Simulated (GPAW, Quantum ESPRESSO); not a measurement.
# BeS (F-43m): the S K absorption edge

Aim: the S K edge of BeS (F-43m) by two routes, a Lanczos recursion (XSpectra) and a sum over empty bands (GPAW), to see which features are robust.

Program: Quantum ESPRESSO 7.5. Level of theory: core-hole supercells, plane-wave PAW LDA (first program; GPAW 26.7.0 follows as the second). Results are calculated unless marked as measured.

This is a report of a sequence of runs, with most program output left out.

The database entry behind the starting cell differs from later determinations by our own check (0.1 to 0.3 % short, probably kX units), so it need not match the best structure at ambient conditions.

## (1) The structure

Symmetry: F-43m, No. 216, cubic system. Conventional cell: a = 4.850 Å, b = 4.850 Å, c = 4.850 Å, α = 90.00°, β = 90.00°, γ = 90.00°. Nearest to S lie 4 Be at 2.10 Å. Nearest to Be lie 4 S at 2.10 Å. Farther neighbours and most contacts between anions are not listed.

## (2) The field without a hole (Quantum ESPRESSO)

A plain self-consistent run shows whether there is a gap, which decides the set-up of the core-hole run.

The PAW data sets are made with ld1.x, with reconstruction data.

scf.in

```
&control
   calculation='scf', prefix='x', pseudo_dir='../pp', outdir='tmp', tprnfor=.true.
/
&system
   ibrav=0, nat=2, ntyp=2, nbnd=8
   ecutwfc=44, ecutrho=250
   occupations='smearing', smearing='mv', degauss=0.015
/
&electrons
   conv_thr=2.0e-08, electron_maxstep=120
   mixing_beta=0.5
/
ATOMIC_SPECIES
S3 1.0 S.lda-nl-kjpaw.UPF
Be 1.0 Be.lda-n-kjpaw.UPF
CELL_PARAMETERS angstrom
  0.00000000 2.42500000 2.42500000
  2.42500000 0.00000000 2.42500000
  2.42500000 2.42500000 0.00000000
ATOMIC_POSITIONS crystal
S3   0.75000000 0.75000000 0.75000000
Be   0.00000000 0.00000000 0.00000000
K_POINTS automatic
9 9 9 0 0 0
```

The run is started by

```sh
> OMP_NUM_THREADS=1 mpirun --oversubscribe --bind-to none -np 4 pw.x -nk 4 -in scf.in > scf.out
```

Elapsed: 2 s, on 4 MPI ranks of Arm Neoverse V2, shared host; peak memory 0.05 GiB; 7.6 s of CPU time.

Absorbing atoms carry a label of their own (element plus a letter or digit), as the spectrum program needs them as separate species.

The mesh shows a gap of 3.00 eV, so the hole is first treated in a charged cell, without the excited electron.

## (3) Spectrum without a core hole, S atom 1 (Quantum ESPRESSO)

Without a hole the spectrum is the empty density of states of the right symmetry on the absorber, weighted by matrix elements. It needs only the small cell and serves as the baseline.

The absorber has 4 Be at 2.10 Å (tetrahedral, site symmetry -43m).

xspectra.in

```
&input_xspectra
   calculation='xanes_dipole', edge='K'
   prefix='x', outdir='tmp', xiabs=1, xe0=6.6588
   xonly_plot=.false., x_save_file='xanes.sav'
   xniter=3000, xcheck_conv=20, xerror=0.005
   xcoordcrys=.false., xepsilon(1)=1, xepsilon(2)=0, xepsilon(3)=0
/
&plot
   xnepoint=413, xemin=-10, xemax=45, terminator=.true., cut_occ_states=.true.
   xgamma=0.4
/
&pseudos
   filecore='../S.wfc'
/
&cut_occ
   cut_desmooth=0.1, cut_stepl=0.05, cut_stepu=0.05, cut_ierror=1e-5
/
8 8 8 0 0 0
```

The run is started by

```sh
> OMP_NUM_THREADS=1 mpirun --oversubscribe --bind-to none -np 4 xspectra.x -nk 4 -in xspectra.in > xspectra.out
```

The job ended after 12 s (4 MPI ranks; peak memory 0.07 GiB; 48 s of CPU time).

The S K spectrum, S atom 1, no core hole (energy from the lowest empty level; intensity scaled to a mean of 1 over the first 20 eV; the points at xe0, where the cut of filled states can leave a spike, are interpolated):

| E (eV) | intensity |
| --- | --- |
| -2.0 | 0.03 |
| -1.4 | 0.04 |
| -0.8 | 0.05 |
| -0.2 | 0.07 |
| 0.4 | 0.10 |
| 1.0 | 0.17 |
| 1.6 | 0.28 |
| 2.2 | 0.48 |
| 2.8 | 0.72 |
| 3.4 | 1.02 |
| 4.0 | 1.20 |
| 4.6 | 1.19 |
| 5.2 | 1.28 |
| 5.8 | 1.82 |
| 6.4 | 1.22 |
| 7.0 | 1.05 |
| 7.6 | 1.64 |
| 8.2 | 1.51 |
| 8.8 | 1.07 |
| 9.4 | 1.18 |
| 10.0 | 1.11 |
| 10.6 | 1.17 |
| 11.2 | 1.13 |
| 11.8 | 0.91 |
| 12.4 | 0.92 |
| 13.0 | 1.22 |
| 13.6 | 1.15 |
| 14.2 | 1.17 |
| 14.8 | 1.22 |
| 15.4 | 0.91 |
| 16.0 | 0.98 |
| 16.6 | 0.94 |
| 17.2 | 0.90 |
| 17.8 | 0.83 |
| 18.4 | 1.00 |
| 19.0 | 0.74 |
| 19.6 | 0.81 |
| 20.2 | 0.90 |
| 20.8 | 0.68 |
| 21.4 | 0.54 |
| 22.0 | 0.49 |
| 22.6 | 0.68 |
| 23.2 | 0.67 |
| 23.8 | 0.58 |
| 24.4 | 0.48 |
| 25.0 | 0.56 |
| 25.6 | 0.68 |
| 26.2 | 0.86 |
| 26.8 | 0.73 |
| 27.4 | 0.64 |
| 28.0 | 0.55 |
| 28.6 | 0.43 |
| 29.2 | 0.53 |
| 29.8 | 0.60 |
| 30.4 | 0.68 |
| 31.0 | 0.83 |
| 31.6 | 0.89 |

Main maxima below 24 eV (height): 4.4 eV (1.24), 6.0 eV (1.87), 7.7 eV (1.64), 9.5 eV (1.19), 13.2 eV (1.36) and 14.5 eV (1.36). A K edge sees empty p states on the absorber.

## (4) Another broadening

The final state's lifetime shortens with energy, so measured features broaden above the edge; the saved Lanczos coefficients are redrawn with a width that grows.

xspectra_plot.in

```
&input_xspectra
   calculation='xanes_dipole', edge='K'
   prefix='x', outdir='tmp', xiabs=1, xe0=6.6588
   xonly_plot=.true., x_save_file='xanes.sav'
   xniter=3000, xcheck_conv=20, xerror=0.005
   xcoordcrys=.false., xepsilon(1)=1, xepsilon(2)=0, xepsilon(3)=0
/
&plot
   xnepoint=413, xemin=-10, xemax=45, terminator=.true., cut_occ_states=.true.
   gamma_mode='variable', gamma_energy(1)=4, gamma_energy(2)=25, gamma_value(1)=0.3, gamma_value(2)=2.5
/
&pseudos
   filecore='../S.wfc'
/
&cut_occ
   cut_desmooth=0.1, cut_stepl=0.05, cut_stepu=0.05, cut_ierror=1e-5
/
8 8 8 0 0 0
```

The run is started by

```sh
> OMP_NUM_THREADS=1 xspectra.x -in xspectra_plot.in > xspectra_plot.out
```

Run time: 4 s. Hardware: 1 MPI rank; peak memory 0.06 GiB.

With a Lorentzian half width 0.3 eV up to 4 eV, rising linearly to 2.5 eV at 25 eV (counted from xe0, 1.5 eV below the zero used here), the maxima are 4.4 eV (1.26), 5.9 eV (1.62), 7.7 eV (1.43) and 13.5 eV (1.10).

## (5) Supercell without a hole, the energy reference (Quantum ESPRESSO)

The photon energy needs a difference of total energies, so the cell and mesh of the coming hole run are first run without a hole.

scf.in

```
&control
   calculation='scf', prefix='x', pseudo_dir='../pp', outdir='tmp', tprnfor=.true.
/
&system
   ibrav=0, nat=12, ntyp=2, nbnd=28
   ecutwfc=44, ecutrho=250
   occupations='fixed'
/
&electrons
   conv_thr=1.2e-07, electron_maxstep=120
   mixing_beta=0.5
/
ATOMIC_SPECIES
S 1.0 S.lda-nl-kjpaw.UPF
Be 1.0 Be.lda-n-kjpaw.UPF
CELL_PARAMETERS angstrom
  2.42500000 4.85000000 2.42500000
  2.42500000 -4.85000000 2.42500000
  2.42500000 -2.42500000 -4.85000000
ATOMIC_POSITIONS crystal
S    0.12500000 0.37500000 0.00000000
S    0.79166667 0.37500000 0.33333333
S    0.62500000 0.87500000 0.00000000
S    0.45833333 0.37500000 0.66666667
S    0.29166667 0.87500000 0.33333333
S    0.95833333 0.87500000 0.66666667
Be   0.00000000 0.00000000 0.00000000
Be   0.66666667 0.00000000 0.33333333
Be   0.50000000 0.50000000 0.00000000
Be   0.33333333 0.00000000 0.66666667
Be   0.16666667 0.50000000 0.33333333
Be   0.83333333 0.50000000 0.66666667
K_POINTS automatic
4 3 4 0 0 0
```

The run is started by

```sh
> OMP_NUM_THREADS=1 mpirun --oversubscribe --bind-to none -np 4 pw.x -nk 4 -in scf.in > scf.out
```

Elapsed: 25 s, on 4 MPI ranks; peak memory 0.12 GiB; 1.7 min of CPU time.

Reference energy: -67379.117 eV with the cores included.

## (6) The atom with a core hole (Quantum ESPRESSO)

The frozen core must hold the hole, so the absorber gets a data set of its own.

S.lda-nl-kjpaw-1sch.ld1.in

```
&input
   title='S', zed=16., rel=1, iswitch=3, dft='PZ',
   config='1s1 2s2 2p6 3s2 3p5 3d-1'
/
&inputp
   file_pseudopw='S.lda-nl-kjpaw-1sch.UPF', author='',
   lpaw=.true.,
   pseudotype=3,
   lloc=2,
   which_augfun='PSQ',
   rmatch_augfun_nc=.true.,
   nlcc=.true.,
   new_core_ps=.true.,
   rcore=1.5,
   tm=.true.,
   zval=7,
   lgipaw_reconstruction=.true., use_paw_as_gipaw=.true.
/
5
3S  1  0  2.00  0.00  1.50  1.70  0.0
3S  1  0  0.00  6.00  1.50  1.70  0.0
3P  2  1  5.00  0.00  1.50  1.70  0.0
3P  2  1  0.00  3.00  1.50  1.70  0.0
3D  3  2  0.00  1.50  1.60  1.60  0.0
```

The run is started by

```sh
> ld1.x < S.lda-nl-kjpaw-1sch.ld1.in > S.lda-nl-kjpaw-1sch.ld1.out
```

The job ended after 0.67 s (1 MPI rank; peak memory 0.12 GiB).

Removing the core electron and adding it to the valence shell costs the free atom 2471.4 eV.

## (7) Supercell with FCH, S atom 1 (Quantum ESPRESSO)

The holes are 5.9 Å apart. The excited electron is left out and a uniform background balances the charge.

Edit scf.in of step 5 so:

```diff
@@ -4,5 +4,6 @@
 &system
-   ibrav=0, nat=12, ntyp=2, nbnd=28
+   ibrav=0, nat=12, ntyp=3, nbnd=28
    ecutwfc=44, ecutrho=250
    occupations='fixed'
+   tot_charge=1
 /
@@ -13,2 +14,3 @@
 ATOMIC_SPECIES
+S0 1.0 S.lda-nl-kjpaw-1sch.UPF
 S 1.0 S.lda-nl-kjpaw.UPF
@@ -20,3 +22,3 @@
 ATOMIC_POSITIONS crystal
-S    0.12500000 0.37500000 0.00000000
+S0   0.12500000 0.37500000 0.00000000
 S    0.79166667 0.37500000 0.33333333
```

The run is started by

```sh
> OMP_NUM_THREADS=1 mpirun --oversubscribe --bind-to none -np 4 pw.x -nk 4 -in scf.in > scf.out
```

Wall time 26 s (4 MPI ranks); peak memory 0.13 GiB.

Energy with the hole: -64911.395 eV, cores included.

## (8) Spectrum with FCH, S atom 1 (Quantum ESPRESSO)

The Lanczos recursion gives the spectrum without computing empty bands; each polarisation needs a run of its own on the full k mesh. xe0 is set between filled and empty states, and states below it are cut. The file of filecore holds the core orbital, taken from the hole-free data set.

Edit xspectra.in of step 3 so:

```diff
@@ -2,3 +2,3 @@
    calculation='xanes_dipole', edge='K'
-   prefix='x', outdir='tmp', xiabs=1, xe0=6.6588
+   prefix='x', outdir='tmp', xiabs=1, xe0=6.6367
    xonly_plot=.false., x_save_file='xanes.sav'
@@ -17,2 +17,2 @@
 /
-8 8 8 0 0 0
+5 4 5 0 0 0
```

xspectra_1.in, as its differences from xspectra.in of step 8:

```diff
@@ -5,3 +5,3 @@
    xniter=3000, xcheck_conv=20, xerror=0.005
-   xcoordcrys=.false., xepsilon(1)=1, xepsilon(2)=0, xepsilon(3)=0
+   xcoordcrys=.false., xepsilon(1)=0, xepsilon(2)=1, xepsilon(3)=0
 /
```

The run is started by

```sh
> OMP_NUM_THREADS=1 mpirun --oversubscribe --bind-to none -np 4 xspectra.x -nk 4 -in xspectra.in > xspectra.out
```

Elapsed: 88 s, on 4 MPI ranks; peak memory 0.1 GiB.

The S K spectrum, S atom 1, full core hole (charged cell) (energy from the lowest empty level; intensity scaled to a mean of 1 over the first 20 eV; the points at xe0, where the cut of filled states can leave a spike, are interpolated):

| E (eV) | intensity |
| --- | --- |
| -2.0 | 0.04 |
| -1.0 | 0.06 |
| 0.0 | 0.11 |
| 1.0 | 0.30 |
| 2.0 | 0.83 |
| 3.0 | 1.59 |
| 4.0 | 1.82 |
| 5.0 | 1.53 |
| 6.0 | 1.42 |
| 7.0 | 1.25 |
| 8.0 | 1.06 |
| 9.0 | 1.03 |
| 10.0 | 1.05 |
| 11.0 | 0.93 |
| 12.0 | 0.85 |
| 13.0 | 1.01 |
| 14.0 | 1.16 |
| 15.0 | 0.86 |
| 16.0 | 0.73 |
| 17.0 | 0.76 |
| 18.0 | 0.74 |
| 19.0 | 0.56 |
| 20.0 | 0.60 |
| 21.0 | 0.51 |
| 22.0 | 0.55 |
| 23.0 | 0.69 |
| 24.0 | 0.57 |
| 25.0 | 0.66 |
| 26.0 | 0.80 |
| 27.0 | 0.64 |
| 28.0 | 0.55 |
| 29.0 | 0.55 |
| 30.0 | 0.80 |
| 31.0 | 0.94 |
| 32.0 | 0.88 |

Main maxima below 24 eV (height): 3.7 eV (1.84), 7.3 eV (1.30), 8.7 eV (1.08), 9.8 eV (1.09), 13.5 eV (1.22) and 16.7 eV (0.77). 

The hole costs E(hole) − E(ground) = 2467.72 eV, and the lowest empty level of the hole cell lies at 8.07 eV, which puts the zero at 2475.79 eV. One term is added: -16.82 eV, since the hole is spin-paired here and a spin-polarised one costs that much less in the free atom (computed apart). The photon energy is then 2458.97 eV. The functional and the charged cell's background leave an error in such absolute values: in the free atom LDA prices this hole 9.1 eV below PBE (computed apart), and PBE is itself good to a few eV.

## (9) Another broadening

Edit xspectra_plot.in of step 4 so:

```diff
@@ -2,3 +2,3 @@
    calculation='xanes_dipole', edge='K'
-   prefix='x', outdir='tmp', xiabs=1, xe0=6.6588
+   prefix='x', outdir='tmp', xiabs=1, xe0=6.6367
    xonly_plot=.true., x_save_file='xanes.sav'
@@ -17,2 +17,2 @@
 /
-8 8 8 0 0 0
+5 4 5 0 0 0
```

The run is started by

```sh
> OMP_NUM_THREADS=1 xspectra.x -in xspectra_plot.in > xspectra_plot.out
```

Run time: 3 s. Hardware: 1 MPI rank; peak memory 0.05 GiB.

With a Lorentzian half width 0.3 eV up to 4 eV, rising linearly to 2.5 eV at 25 eV (counted from xe0, 1.4 eV below the zero used here), the maxima are 3.7 eV (1.86) and 13.5 eV (0.98).

## (10) Supercell with XCH, S atom 1 (Quantum ESPRESSO)

The holes are 5.9 Å apart. The excited electron is kept in the cell, where it fills the lowest empty states and screens the hole.

Changed against the first core-hole run: core hole to XCH.

Edit scf.in of step 7 so:

```diff
@@ -4,6 +4,5 @@
 &system
-   ibrav=0, nat=12, ntyp=3, nbnd=28
+   ibrav=0, nat=12, ntyp=3, nbnd=30
    ecutwfc=44, ecutrho=250
-   occupations='fixed'
-   tot_charge=1
+   occupations='smearing', smearing='gaussian', degauss=0.003
 /
```

The run is started by

```sh
> OMP_NUM_THREADS=1 mpirun --oversubscribe --bind-to none -np 4 pw.x -nk 4 -in scf.in > scf.out
```

Wall time 20 s (4 MPI ranks); peak memory 0.13 GiB; 79 s of CPU time.

Energy with the hole: -64902.672 eV, cores included.

## (11) Excitation energy, S atom 1 (Quantum ESPRESSO)

With the excited electron kept in the cell the system stays neutral, and the energy difference is an excitation energy by itself. In a small cell that electron takes up a good share of the lowest empty band, or all of one, which shifts the value from the true onset.

The total-energy difference is 2476.45 eV. With the free-atom term of -16.82 eV for this edge, the photon energy is 2459.62 eV.

## (12) The field without a hole (GPAW)

The second program starts from its own ground state, on the same cell and functional.

scf.py

```python
import numpy as np
from ase import Atoms
from ase.parallel import parprint, paropen
from gpaw import GPAW, PW, FermiDirac, Mixer, MixerDif, setup_paths
from gpaw.test import gen
setup_paths.insert(0, '.')
gen('S', name='nch1s', xcname='LDA', corehole=(1, 0, 0), write_xml=True)
from gpaw.mpi import world
world.barrier()

atoms = Atoms('SBe',
    cell=[[0, 2.425, 2.425],
     [2.425, 0, 2.425],
     [2.425, 2.425, 0]],
    scaled_positions=[[0.75, 0.75, 0.75],
     [0, 0, 0]],
    pbc=True)
atoms.calc = calc = GPAW(legacy_gpaw=True, mode=PW(500), xc='LDA', setups={0: 'nch1s'},
    kpts={'size': (9, 9, 9), 'gamma': True}, occupations=FermiDirac(0.05),
    charge=0, mixer=Mixer(0.1, 5, 50), maxiter=150,
    convergence={'density': 0.0001}, txt='scf.txt')
energy = atoms.get_potential_energy() + calc.get_reference_energy()
ef = calc.get_fermi_level()
out = dict(energy=energy, fermi=ef, forces=atoms.get_forces().tolist())
parprint(f'all-electron energy {energy:.4f} eV, Fermi level {ef:.4f} eV')
ev = np.array([[calc.get_eigenvalues(k, s) for k in range(len(calc.get_ibz_k_points()))] for s in range(calc.get_number_of_spins())])
out['homo'], out['lumo'], out['counts'] = ev[ev < ef].max(), ev[ev > ef].min(), sorted(set((ev < ef).sum((0, 2)).tolist()))
out['filled'] = (ev[:, 0] < ef).sum(1).tolist()
import json
with paropen('out.json', 'w') as f:
    json.dump(out, f)
```

The run is started by

```sh
> OMP_NUM_THREADS=1 mpirun -n 4 gpaw python scf.py
```

It took 3 s on 4 MPI ranks; peak memory 0.16 GiB.

The mesh shows a gap of 2.99 eV, so the hole is first treated in a charged cell, without the excited electron.

## (13) Spectrum without a core hole, S atom 1 (GPAW)

This cheap baseline ignores the attraction of the hole: it shows the absorber's empty states as they are in the ground state. The data set with a hole of occupation 0 only carries the core orbital.

xas.py

```python
import numpy as np
from ase import Atoms
from ase.parallel import parprint, paropen
from gpaw import GPAW, PW, FermiDirac, Mixer, MixerDif, setup_paths
from gpaw.test import gen
setup_paths.insert(0, '.')
gen('S', name='nch1s', xcname='LDA', corehole=(1, 0, 0), write_xml=True)
from gpaw.mpi import world
world.barrier()

atoms = Atoms('SBe',
    cell=[[0, 2.425, 2.425],
     [2.425, 0, 2.425],
     [2.425, 2.425, 0]],
    scaled_positions=[[0.75, 0.75, 0.75],
     [0, 0, 0]],
    pbc=True)
atoms.calc = calc = GPAW(legacy_gpaw=True, mode=PW(500), xc='LDA', setups={0: 'nch1s'},
    kpts={'size': (9, 9, 9), 'gamma': True}, occupations=FermiDirac(0.02),
    charge=0, mixer=Mixer(0.1, 5, 50), maxiter=150,
    convergence={'density': 0.0001}, txt='scf.txt')
energy = atoms.get_potential_energy() + calc.get_reference_energy()
ef = calc.get_fermi_level()
out = dict(energy=energy, fermi=ef, forces=atoms.get_forces().tolist())
parprint(f'all-electron energy {energy:.4f} eV, Fermi level {ef:.4f} eV')
ev = np.array([[calc.get_eigenvalues(k, s) for k in range(len(calc.get_ibz_k_points()))] for s in range(calc.get_number_of_spins())])
out['homo'], out['lumo'], out['counts'] = ev[ev < ef].max(), ev[ev > ef].min(), sorted(set((ev < ef).sum((0, 2)).tolist()))
out['filled'] = (ev[:, 0] < ef).sum(1).tolist()

from ase.units import Ha
from gpaw.xas import dipole_matrix_elements
nb = int(calc.get_number_of_electrons() / 2) + 20
top = nb
nscf = calc.fixed_density(kpts={'size': (8, 8, 8), 'gamma': True},
    convergence={'eigenstates': 1.0}, txt='nscf.txt')
nscf.diagonalize_full_hamiltonian(nbands=nb)
cell = atoms.cell.array
ops = [cell.T @ U.T @ np.linalg.inv(cell.T) for U in nscf.wfs.kd.symmetry.op_scc]
filled = [4]  # bands filled in the ground state, by spin
E = np.arange(-25, 34, 0.1)
fwhm = np.interp(E, [4, 25], [0.9, 3.5])
Y, X, zero, highest = 0, 0, 1e9, 1e9
for spin in range(nscf.get_number_of_spins()):
    wfs = nscf.wfs
    A = dipole_matrix_elements(wfs.setups[0])
    eps = np.zeros((wfs.kd.nibzkpts, nb))
    d = np.zeros((3, A.shape[1], wfs.kd.nibzkpts, nb), complex)
    for kpt in wfs.kpt_u:
        if kpt.s == spin and 0 in kpt.P_ani:
            eps[kpt.k] = kpt.eps_n * Ha
            d[:, :, kpt.k] = (kpt.weight * wfs.nspins / 2) ** 0.5 * np.inner(A, kpt.P_ani[0])
    world.sum(eps)
    world.sum(d)
    T = np.einsum('amkn,bmkn->abkn', d, d.conj()).real
    T = sum(np.einsum('ai,ijkn,bj->abkn', R, T, R) for R in ops) / len(ops)
    empty = np.ones_like(eps, bool) & (np.arange(nb) >= filled[spin])
    zero, highest = min(zero, eps[empty].min()), min(highest, eps[:, top - 1].min())
    lines = [(eps, T, empty)] if spin == 0 else lines + [(eps, T, empty)]
for eps, T, empty in lines:
    f = np.einsum('aakn->akn', T).reshape(3, -1)
    x = eps.ravel() - zero
    w = np.interp(x, E, fwhm) / 2.35482
    g = np.exp(-0.5 * ((E[:, None] - x) / w) ** 2) / (w * (2 * np.pi) ** 0.5)
    Y = Y + (f * empty.ravel()) @ g.T
    X = X + (f * ~empty.ravel()) @ g.T
out.update(E=E.round(2).tolist(), xas=Y.tolist(), xes=X.tolist(), zero=zero, valid=highest - zero, nk=len(eps), nb=nb)
for i in range(0, len(E), 10):
    parprint(f'{E[i]:7.2f}', *(f'{v:10.3e}' for v in Y[:, i]))
import json
with paropen('out.json', 'w') as f:
    json.dump(out, f)
```

The run is started by

```sh
> OMP_NUM_THREADS=1 mpirun -n 4 gpaw python xas.py
```

The job ended after 10 s (4 MPI ranks; peak memory 0.22 GiB).

The S K spectrum, S atom 1, no core hole (energy from the lowest empty level; intensity scaled to a mean of 1 over the first 20 eV):

| E (eV) | intensity |
| --- | --- |
| -2.0 | 0.00 |
| -1.5 | 0.00 |
| -1.0 | 0.00 |
| -0.5 | 0.00 |
| 0.0 | 0.01 |
| 0.5 | 0.03 |
| 1.0 | 0.08 |
| 1.5 | 0.17 |
| 2.0 | 0.30 |
| 2.5 | 0.52 |
| 3.0 | 0.75 |
| 3.5 | 1.17 |
| 4.0 | 1.42 |
| 4.5 | 1.28 |
| 5.0 | 1.20 |
| 5.5 | 1.68 |
| 6.0 | 1.94 |
| 6.5 | 1.34 |
| 7.0 | 1.04 |
| 7.5 | 1.44 |
| 8.0 | 1.63 |
| 8.5 | 1.41 |
| 9.0 | 1.16 |
| 9.5 | 1.09 |
| 10.0 | 1.11 |
| 10.5 | 1.11 |
| 11.0 | 1.07 |
| 11.5 | 1.00 |
| 12.0 | 0.96 |
| 12.5 | 0.99 |
| 13.0 | 1.07 |
| 13.5 | 1.15 |
| 14.0 | 1.17 |
| 14.5 | 1.15 |
| 15.0 | 1.09 |
| 15.5 | 1.02 |
| 16.0 | 0.96 |
| 16.5 | 0.92 |
| 17.0 | 0.89 |
| 17.5 | 0.88 |
| 18.0 | 0.86 |
| 18.5 | 0.84 |
| 19.0 | 0.82 |
| 19.5 | 0.79 |
| 20.0 | 0.75 |
| 20.5 | 0.70 |
| 21.0 | 0.65 |
| 21.5 | 0.61 |
| 22.0 | 0.57 |
| 22.5 | 0.55 |
| 23.0 | 0.54 |
| 23.5 | 0.54 |
| 24.0 | 0.55 |
| 24.5 | 0.55 |
| 25.0 | 0.57 |
| 25.5 | 0.59 |
| 26.0 | 0.61 |
| 26.5 | 0.62 |
| 27.0 | 0.62 |
| 27.5 | 0.61 |
| 28.0 | 0.58 |
| 28.5 | 0.56 |
| 29.0 | 0.55 |
| 29.5 | 0.56 |
| 30.0 | 0.59 |
| 30.5 | 0.62 |
| 31.0 | 0.65 |

Main maxima below 24 eV (height): 4.0 eV (1.42), 5.9 eV (1.96), 7.9 eV (1.64) and 14.0 eV (1.17). 

The same matrix elements for filled bands give the S K emission of S atom 1 (ground-state approximation; energy from the lowest empty level, largest value 1):

| E (eV) | emission |
| --- | --- |
| -24.00 | 0.00 |
| -23.25 | 0.00 |
| -22.50 | 0.00 |
| -21.75 | 0.00 |
| -21.00 | 0.00 |
| -20.25 | 0.00 |
| -19.50 | 0.00 |
| -18.75 | 0.00 |
| -18.00 | 0.00 |
| -17.25 | 0.00 |
| -16.50 | 0.00 |
| -15.75 | 0.00 |
| -15.00 | 0.00 |
| -14.25 | 0.00 |
| -13.50 | 0.00 |
| -12.75 | 0.00 |
| -12.00 | 0.00 |
| -11.25 | 0.00 |
| -10.50 | 0.00 |
| -9.75 | 0.00 |
| -9.00 | 0.04 |
| -8.25 | 0.29 |
| -7.50 | 0.55 |
| -6.75 | 0.46 |
| -6.00 | 0.66 |
| -5.25 | 0.94 |
| -4.50 | 1.00 |
| -3.75 | 0.72 |
| -3.00 | 0.21 |
| -2.25 | 0.01 |
| -1.50 | 0.00 |
| -0.75 | 0.00 |
| 0.00 | 0.00 |
| 0.75 | 0.00 |
| 1.50 | 0.00 |
| 2.25 | 0.00 |
| 3.00 | 0.00 |

Emission maxima: -7.6 eV (0.56) and -4.6 eV (1.00).

(Continued in part 2 of 2.)

[Logs are printed without paths, hosts, clocks, repeated set-up lines and the standing remarks that a program may print on its own settings, such as how far it seeks lower states.]

[Hosts, paths, dates, database ids (printed as entryN), source tags and the programs' standing remarks are cut or masked in the printed files.]

[Lists of maxima count a maximum above −3 eV only where it reaches 4 % of the highest in the window and stands out from its surroundings by 2 % of it (1.5 % where it reaches 55 %); shoulders and weaker maxima are passed over, and of the rest the first, up to two pre-edge ones and the few strongest are named.]
